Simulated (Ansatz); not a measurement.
**Ru (Ruthenium) (001): surface energy and levels**

Aim: for Ru (Ruthenium), cut the (001) surface, relax it and get its surface energy and levels.

Program: Ansatz 0.2.0. Level of theory: DFT PBE, scalar-relativistic, plane waves, PAW. These are calculated values, not measurements.

1 further run of the same task is left out (set aside as unsound or not needed).

### 1 The starting structure

It takes space group P6_3/mmc (No. 194, hexagonal). The conventional cell has a = 2.720 Å, b = 2.720 Å, c = 4.297 Å, α = 90.00°, β = 90.00°, γ = 120.00°. Ru (site symmetry -6m2) has 12 Ru at 2.66 to 2.72 Å as nearest neighbours.

As a file:

```cif
data_structure
_symmetry_space_group_name_H-M 'P 1'
_symmetry_Int_Tables_number 1
_cell_length_a 2.7200
_cell_length_b 2.7200
_cell_length_c 4.2968
_cell_angle_alpha 90.000
_cell_angle_beta 90.000
_cell_angle_gamma 120.000
_cell_volume 27.53
loop_
_atom_site_label
_atom_site_type_symbol
_atom_site_fract_x
_atom_site_fract_y
_atom_site_fract_z
_atom_site_occupancy
Ru1 Ru 0.33333 0.66667 0.25000 1
Ru2 Ru 0.66667 0.33333 0.75000 1
```

It is the result of an earlier relaxation at this level (volume 13.77 Å³/atom; gap on the mesh: none (metal)).

### 2 Bulk reference on the slab's mesh

input.yaml reads:

```yaml
crystal:
  lattice:
    - [2.7200250912, 0.0, 0.0]
    - [-1.3600125456, 2.3556108279, 0.0]
    - [0.0, 0.0, 4.2967694965]
  atoms:
    - { symbol: Ru, position: [0.3333333333, 0.6666666667, 0.25] }
    - { symbol: Ru, position: [0.6666666667, 0.3333333333, 0.75] }
basis:
  ecutwfc: 420
kpoints:
  mp_grid: { grid: [15, 15, 8] }
hamiltonian:
  xc: pbe
scf:
  occupations: { method: gaussian, width: 0.1 }
output:
  forces: true
  stress: true
  eigenvalues: true
```

On the command line:

```console
> ansatz run input.yaml --threads 1 --pin off --max-ram 2560MiB --backend cpu --events-out ev --progress --plain --runs-dir out
```

Standard output (excerpt; [...] marks lines left out):

```text
Warning: RAYON_NUM_THREADS=1 ignored (pool sized by the plan → 1); use --threads N
[...]
Pseudopotentials: kind: paw
Pseudopotential: Ru, paw, valence charge 16, recommended cutoff 420 eV (normal), Ru.paw.azcp
Functional definition: PBE
[...]
Crystal: 2 atoms, lattice volume = 27.531 Å³
Basis set: ecut = 420 eV, 537 PW (Γ), exchange–correlation on 40×40×60 points (8 copies of the dense FFT grid, shifted against one another)
Bands: 20, of which v1, the nominal top of the filled ones, is band 16 counted from 1 (15 counted from 0)
Symmetry: 24 space group operations
Space group: P63/mmc (ITA 194), of the structure as read, at distance tolerance 3.0e-5 Å
k-points: 135 of 1800
[...]
SCF iter   1: F=—  HF=-11757.381994 eV  |F-HF|=—  |Δ(HF+E_count)|=         —  Δρ=6.49e-3  dr2=2.28e-3  ethr=1.77e-3  ⟨swp⟩=5.0  Hψ=10435  notcnv=0
[...]
SCF iter   6: F=-11757.385708 eV  HF=-11757.385708 eV  |F-HF|=1.46e-9  |Δ(HF+E_count)|=   3.87e-8  Δρ=3.42e-6  dr2=2.53e-9  ethr=3.13e-10  ⟨swp⟩=4.6  Hψ=8979  notcnv=0
[...]
SCF converged after 6 iterations
Free energy (F): -11757.385708 eV
[...]
E sigma→0 (E₀):  -11757.381821 eV
Entropy (-TS):   -0.007773 eV (-3.886 meV/atom)
Fermi energy:    23.123670 eV
[...]
--- Forces (eV/Å), atoms counted from 1 ---
  atom   1  Ru     0.00000000     0.00000000     0.00000000
  atom   2  Ru    -0.00000000    -0.00000000     0.00000000
[...]
--- Stress (GPa, compression-positive) ---
        0.010319       0.000000      -0.000000
        0.000000       0.010319       0.000000
       -0.000000       0.000000      -0.114581
  P = ⅓ Tr σ = -0.0313 GPa (-0.313 kbar)
--- Band table (eV; the first three rows and the last of 135) ---
  k-point 0: bands = ["-49.9794", "-49.7843", "-20.4441", "-19.5527", "-19.5527", "-19.3878", "-19.3878", "-19.3440", "15.2244", "17.0322", "20.5820", "20.5820", "20.7730", "21.2524", "21.2524", "21.7524", "21.7524", "24.2877", "24.2877", "24.4241"]
[...]
```

It took 5.4 s on 1 thread of Arm Neoverse V1, shared host; peak memory 0.32 GiB.

Bulk reference and slab share their plane, in-plane mesh and smearing. Its energy with the smearing taken to zero: -5878.6909 eV/atom.

### 3 The (001) slab

Planes are indexed in the bulk's conventional cell (P6_3/mmc (No. 194)), a = 2.720 Å, b = 2.720 Å, c = 4.297 Å, α = 90.00°, β = 90.00°, γ = 120.00°.

Cut from the relaxed bulk: a (001) slab, 4.3 Å thick as cut, with 15 Å of vacuum; its outer planes are Ru (top) and Ru (bottom).

The slab as cut. Its planes from the bottom up:

```
plane  atoms per cell  height over the lowest (Å)
    1              Ru                        0.00
    2              Ru                        2.15
    3              Ru                        4.30
```

### 4 Single point on the unrelaxed (001) slab

A dipole layer in the vacuum cancels the field that periodic copies would set up if the slab's two faces differ.

input.yaml reads:

```yaml
crystal:
  lattice:
    - [2.7200250912, 0.0, 0.0]
    - [-1.3600125456, 2.3556108279, 0.0]
    - [0.0, 0.0, 19.2967694965]
  atoms:
    - { symbol: Ru, position: [0.3333333333, 0.6666666667, 0.3886660926] }
    - { symbol: Ru, position: [0.6666666667, 0.3333333333, 0.5] }
    - { symbol: Ru, position: [0.3333333333, 0.6666666667, 0.6113339074] }
basis:
  ecutwfc: 420
kpoints:
  mp_grid: { grid: [15, 15, 1] }
hamiltonian:
  xc: pbe
scf:
  occupations: { method: gaussian, width: 0.1 }
output:
  forces: true
  stress: true
  eigenvalues: true
  write_density: true
  write_potential: true
  elf: true
  volumetric_format: npy
efield:
  axis: 3
  dipole_correction: true
```

On the command line:

```console
> ansatz run input.yaml --threads 1 --pin off --max-ram 2560MiB --backend cpu --events-out ev --progress --plain --runs-dir out
```

Standard output:

```text
Warning: RAYON_NUM_THREADS=1 ignored (pool sized by the plan → 1); use --threads N
Engine: ansatz 0.2.0, aarch64-unknown-linux-gnu
Pseudopotentials: kind: paw
Pseudopotential: Ru, paw, valence charge 16, recommended cutoff 420 eV (normal), Ru.paw.azcp
Functional definition: PBE
  parameter kappa = 0.804
  parameter beta = 0.06672455060314922
  exchange = pbe_x(kappa = kappa, mu = beta*pi^2/3)
  correlation = pbe_c(beta = beta)
Crystal: 3 atoms, lattice volume = 123.641 Å³
Basis set: ecut = 420 eV, 2411 PW (Γ), exchange–correlation on 40×40×270 points (8 copies of the dense FFT grid, shifted against one another)
Bands: 29, of which v1, the nominal top of the filled ones, is band 24 counted from 1 (23 counted from 0)
Symmetry: 6 space group operations
k-points: 27 of 225 (time reversal used)
Non-local potential: Ru, projectors of the file, l = 0: 3, l = 1: 2, l = 2: 2, l = 3: 1
PAW form: soft (Blöchl's): semilocal exchange-correlation on the pseudo side does not see the compensation charge
PAW one-centre angular grid: Ru, 590 points (default); XC on 64 Gauss nodes
Initial density: superposition of atomic densities (neutral atoms: chi_scale 0, normalization atom), corrected by the library's trained network
Initial wavefunctions: pseudopotential atomic-orbital guess
Functional: x = pbe(κ = 0.804, μ = 0.2195149727645171), c = pbe(β = 0.06672455060314922)
SCF iter   1: F=—  HF=-17633.986011 eV  |F-HF|=—  |Δ(HF+E_count)|=         —  Δρ=9.78e-3  dr2=1.95e-1  ethr=1.77e-3  p=0.000 e·Å  D=2.11e-13 V/Å  ΔV_dip=-0.00 eV  dr2_dipole=3.51e-7  V_vac-E_F(+/−)=4.74/4.74 eV  ⟨swp⟩=7.1  Hψ=3628  notcnv=0
efield: sawtooth ramp at fractional position 0.9500 (placed from the atoms, in the widest stretch of the axis that holds none; the zero of the levels goes with the place), width 0.1000; the density the first Hamiltonian is built on has a dipole p = 0.000 e·Å; the dipole correction subtracts the counter field D = 2.11e-13 V/Å, which shifts the + side's vacuum level by -0.00 eV against the − side's; the planar-averaged density in the ramp window peaks in size at 2.4e-5 e/Å³
preconditioner: auto → LDOS  [metal: Δε(μ)=0.097 eV  Ē_g=4.350 eV  σ=0.100 eV  W_gap=0.46  n_scr=14 (ndim 8)  ℏωp=16.4 eV  f_vac=0.585  D(μ)=1.68/eV (n_scr^D=8)  β→1.0]
SCF iter   2: F=—  HF=-17634.007658 eV  |F-HF|=—  |Δ(HF+E_count)|=   2.16e-2  Δρ=1.29e-2  dr2=5.36e-1  ethr=4.07e-4  p=0.000 e·Å  D=1.23e-5 V/Å  ΔV_dip=-0.00 eV  dr2_dipole=1.84e-6  V_vac-E_F(+/−)=4.83/4.83 eV  ⟨swp⟩=2.4  Hψ=1493  notcnv=0  defer=13  recentre
SCF iter   3: F=—  HF=-17633.977627 eV  |F-HF|=—  |Δ(HF+E_count)|=   3.00e-2  Δρ=3.93e-3  dr2=3.49e-2  ethr=4.07e-4  p=-0.000 e·Å  D=-2.88e-7 V/Å  ΔV_dip=0.00 eV  dr2_dipole=2.80e-8  V_vac-E_F(+/−)=4.86/4.86 eV  ⟨swp⟩=2.3  Hψ=1177  notcnv=0  defer=13
SCF iter   4: F=—  HF=-17633.976653 eV  |F-HF|=—  |Δ(HF+E_count)|=   9.74e-4  Δρ=3.40e-4  dr2=2.47e-4  ethr=7.26e-5  p=0.000 e·Å  D=4.44e-6 V/Å  ΔV_dip=-0.00 eV  dr2_dipole=5.46e-7  V_vac-E_F(+/−)=4.93/4.93 eV  ⟨swp⟩=1.1  Hψ=959  notcnv=0  defer=2
SCF iter   5: F=—  HF=-17633.976517 eV  |F-HF|=—  |Δ(HF+E_count)|=   1.36e-4  Δρ=8.16e-5  dr2=1.98e-5  ethr=5.15e-7  p=0.000 e·Å  D=6.85e-8 V/Å  ΔV_dip=-0.00 eV  dr2_dipole=1.44e-7  V_vac-E_F(+/−)=4.96/4.96 eV  ⟨swp⟩=3.1  Hψ=1597  notcnv=0  defer=2
SCF iter   6: F=—  HF=-17633.976476 eV  |F-HF|=—  |Δ(HF+E_count)|=   4.04e-5  Δρ=3.55e-5  dr2=6.93e-6  ethr=4.12e-8  p=-0.000 e·Å  D=-2.65e-7 V/Å  ΔV_dip=0.00 eV  dr2_dipole=1.94e-7  V_vac-E_F(+/−)=4.97/4.97 eV  ⟨swp⟩=2.0  Hψ=1088  notcnv=0  defer=2
SCF iter   7: F=—  HF=-17633.976476 eV  |F-HF|=—  |Δ(HF+E_count)|=   1.31e-7  Δρ=2.30e-5  dr2=1.07e-6  ethr=1.44e-8  p=0.000 e·Å  D=1.08e-6 V/Å  ΔV_dip=-0.00 eV  dr2_dipole=9.08e-8  V_vac-E_F(+/−)=4.97/4.97 eV  ⟨swp⟩=2.0  Hψ=1099  notcnv=0  defer=2
SCF iter   8: F=-17633.976476 eV  HF=-17633.976476 eV  |F-HF|=5.66e-8  |Δ(HF+E_count)|=   6.39e-8  Δρ=5.29e-6  dr2=2.35e-8  ethr=2.08e-10  p=-0.000 e·Å  D=-9.57e-8 V/Å  ΔV_dip=0.00 eV  dr2_dipole=2.42e-10  V_vac-E_F(+/−)=4.98/4.98 eV  ⟨swp⟩=12.9  Hψ=7379  notcnv=0
SCF 1 converged in 8 iterations: F = -17633.976476 eV  dr2 = 2.35e-8
WARN: The output density's exchange-correlation potential varies sharply where the density is thin. Do not read a vacuum level from v_tot or v_xc, or from such a field of the output density. On a cell that repeats whose density bears no net charge and no dipole along the vacuum's axis use v_es (v_loc + v_h of the components); under efield.dipole_correction with no amplitude use v_es + v_field, which holds any external_charges[].barrier, or the levels of the report's work_function block, which leave it out; under a non-zero efield.amplitude the vacuum is tilted and has no level; on a cell that repeats and bears such a dipole with no correction it is tilted too, and efield.dipole_correction with no amplitude gives each side of its ramp a level where efield: is served; in a cell that repeats whose density bears a net charge (total_charge, or a fill off its count) it is curved and has none; of a slab under crystal.periodic whose density bears no net charge use v_es, which has a level on each side, short of where the two are joined; of another it falls or rises all the way out and has none; of a slab beside external_charges read slab_vacuum_level instead, which it has where they leave it neutral. The grid or the basis barely resolves most such structure, and the values can differ between equally converged runs; as a rule a tighter scf.convergence.dr2_threshold does not remove it. Where the density itself ripples (under the LDA too) a higher basis.ecutwfc lessens it. The files hold the spikes' plane waves up to the density's cutoff. Files: v_tot_of_output_density and the like, and their columns of v_z.tsv (output.write_potential); v_xc_of_output_density and the like, and their columns of v_comp_z.tsv (output.write_potential_components). Measured: with its Gaussian average of σ = 0.25 Å subtracted twice, the exchange-correlation potential is over 0.1 eV at 159 of the grid points where the equally averaged density (valence and model cores) is under 1e-3 e/Å³, and 1.53 eV at the most among them, at an averaged density of 3.9e-8 e/Å³. The input density's (outcome.potential() and, of a run that writes arrays, v_tot and v_xc) is over 0.1 eV, so measured, at 276 points of its own thin density, 0.170 eV at the most. See output.write_potential in the manual, Limitations
SCF converged after 8 iterations
Free energy (F): -17633.976476 eV
Harris-Foulkes:  -17633.976476 eV  (|F-HF|=5.66e-8)
Internal energy: -17633.966459 eV  (E = F + TS)
E sigma→0 (E₀):  -17633.971468 eV
Entropy (-TS):   -0.010017 eV (-3.339 meV/atom)
Fermi energy:    4.498305 eV
Dipole field:    D = -0.000027 V/Å  (p = -0.000018 e·Å, saw-weighted, corrected)
Work function:   Φ+ = 4.9754 eV   Φ− = 4.9749 eV
Levels:          The Fermi level and band energies are counted from a zero that moves with the ramp; work functions are not
--- Per-component energies (eV) ---
  E_band       = -1060.269148
  E_kinetic    = 1535.845517
  E_local      = -51949.257288  (includes V_loc(G=0)·N_el)
  E_nonlocal   = 1030.823736
  E_hartree    = 24849.935069
  E_xc         = -567.354746
  E_vxc        = -711.739558  (∫ρ·V_xc dr)
  E_paw        = -10382.629883  (= ΣΔE_a)
  E_vpaw       = -665.819347  (= ΣTr[D̂ρ^β])
  E_aug_tail   = -0.000559  (compensation charges beyond the density's cutoff)
  E_efield     = 0.000000  (sawtooth field / dipole correction)
  E_vefield    = 0.000000  (∫n·V_field dr)
  E_ewald      = 17848.671694
  E_smearing   = -0.010017  (= −TS)
  E_closure    = -0.000000  (closes the sum)
  Σ components = -17633.976476   (vs F -17633.976476, Δ=0.00e0)
--- Forces (eV/Å), atoms counted from 1 ---
  atom   1  Ru     0.00000000    -0.00000000     0.95644795
  atom   2  Ru    -0.00000000    -0.00000000     0.00000672
  atom   3  Ru    -0.00000000    -0.00000000    -0.95644603
  max |Σ_I F_I| component: 8.63e-6 eV/Å
--- Stress (GPa, compression-positive) ---
       -4.641802      -0.000000      -0.000000
       -0.000000      -4.641802       0.000000
       -0.000000       0.000000      -5.325556
  P = ⅓ Tr σ = -4.8697 GPa (-48.697 kbar)
--- Band table (eV; the first three rows and the last of 27) ---
  k-point 0: bands = ["-68.8256", "-68.2308", "-68.2225", "-39.0110", "-38.4069", "-38.4069", "-38.2679", "-38.0601", "-37.8011", "-37.8011", "-37.7954", "-37.7954", "-2.6341", "-1.2687", "-1.0118", "1.7579", "1.7579", "1.9462", "2.1942", "2.2356", "2.2356", "2.7160", "2.7160", "3.8953", "3.8953", "4.1328", "5.0888", "5.0888", "5.5389"]
  k-point 1: bands = ["-68.8211", "-68.2265", "-68.2186", "-39.0023", "-38.4500", "-38.4146", "-38.2515", "-38.0642", "-37.8285", "-37.8263", "-37.8084", "-37.8022", "-2.4769", "-1.1344", "-0.8531", "1.6043", "1.8614", "1.8772", "1.9721", "2.3165", "2.3999", "2.6522", "2.8376", "3.8073", "3.8549", "3.9033", "4.6565", "5.0620", "5.4189"]
  k-point 2: bands = ["-68.8082", "-68.2146", "-68.2075", "-38.9778", "-38.5532", "-38.4364", "-38.2232", "-38.0782", "-37.9131", "-37.9025", "-37.8289", "-37.8215", "-2.0403", "-0.7826", "-0.4320", "1.2963", "1.4085", "1.8820", "2.2217", "2.3920", "2.5012", "2.6041", "3.1921", "3.3299", "3.5902", "3.8139", "4.4003", "4.9927", "5.6541"]
  k-point 26: bands = ["-68.7065", "-68.1199", "-68.1198", "-38.9580", "-38.9121", "-38.8035", "-38.2896", "-38.2872", "-38.2615", "-38.1836", "-38.1565", "-38.0866", "-0.4004", "0.1896", "0.4978", "0.6493", "0.7523", "2.0429", "2.4012", "2.4271", "2.4478", "2.4492", "3.4404", "4.8038", "4.9247", "5.1159", "5.5878", "12.0078", "12.0935"]
```

Wall time 13 s (1 thread of Arm Neoverse V1, shared host); peak memory 0.35 GiB.

This gives work function 4.98 eV.

Density in a lattice plane of the grid's cell (edges 2.72 and 19.30 Å, at 0.667 of the third edge), which holds Ru.

Values in e/Å³, 12 rows by 6 columns:
```
0.00 0.00 0.00 0.00 0.00 0.00
0.00 0.00 0.00 0.00 0.00 0.00
0.00 0.00 0.00 0.00 0.00 0.00
0.15 0.29 0.43 0.29 0.15 0.12
0.58 3.06 5.37 3.07 0.61 0.31
1.05 0.40 0.30 0.41 1.18 2.04
0.58 3.06 5.37 3.07 0.61 0.31
0.15 0.29 0.43 0.29 0.15 0.12
0.00 0.00 0.00 0.00 0.00 0.00
0.00 0.00 0.00 0.00 0.00 0.00
0.00 0.00 0.00 0.00 0.00 0.00
0.00 0.00 0.00 0.00 0.00 0.00
```
Columns run along the first of these edges and rows up along the second, over one cell in 6 and 12 even steps from the bottom left corner. Atoms in the plane (fractional): Ru at (0.33, 0.39), Ru at (0.33, 0.61).

ELF in the same plane.

Values, 12 rows by 6 columns:
```
0.00 0.00 0.00 0.00 0.00 0.00
0.00 0.00 0.00 0.00 0.00 0.00
0.03 0.03 0.02 0.03 0.03 0.04
0.20 0.18 0.21 0.17 0.21 0.31
0.24 0.56 0.62 0.57 0.26 0.27
0.36 0.23 0.27 0.23 0.37 0.50
0.24 0.56 0.62 0.57 0.26 0.27
0.20 0.18 0.21 0.17 0.21 0.31
0.03 0.03 0.02 0.03 0.03 0.04
0.00 0.00 0.00 0.00 0.00 0.00
0.00 0.00 0.00 0.00 0.00 0.00
0.00 0.00 0.00 0.00 0.00 0.00
```
Columns run along the first of these edges and rows up along the second, over one cell in 6 and 12 even steps from the bottom left corner. Atoms in the plane (fractional): Ru at (0.33, 0.39), Ru at (0.33, 0.61).

Both are smooth fields of the valence electrons: close to the nuclei they are not physical.

(Part 1 of 2 ends here.)
